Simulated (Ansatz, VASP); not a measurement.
C in VASP and in Ansatz

```
C
1.0
     0.00000    1.76605    1.76605
     1.76605    0.00000    1.76605
     1.76605    1.76605    0.00000
C
2
Cartesian
  1.7660 1.7660 1.7660
  2.6491 2.6491 2.6491
```

This isn't the form of C at room conditions, which is graphite.

Alike in both runs: task relaxation of cell and atoms; functional LDA; k mesh 12 × 12 × 12; occupations gaussian, width 0.02 eV; no spin polarisation.

|  | VASP | Ansatz |
| --- | --- | --- |
| version | VASP 6.6.1 | Ansatz 0.2.0 |
| potentials or method | VASP PAW LDA potentials, release 64 (C) | scalar-relativistic, plane waves, PAW |
| plane-wave cutoff (eV) | 600 | 420 |
| valence electrons in the cell | 8 | 8 |

|  | VASP | Ansatz | Ansatz less VASP |
| --- | --- | --- | --- |
| gap on the k mesh at the Fermi level, each at its own relaxed structure (eV) | 4.19 | 4.20 | +0.005 |
| relaxed volume (Å³/atom) | 5.52 | 5.51 | -0.010 |
| relaxed cell length with the largest relative difference (Å) | 2.499 | 2.497 | -0.0015 |
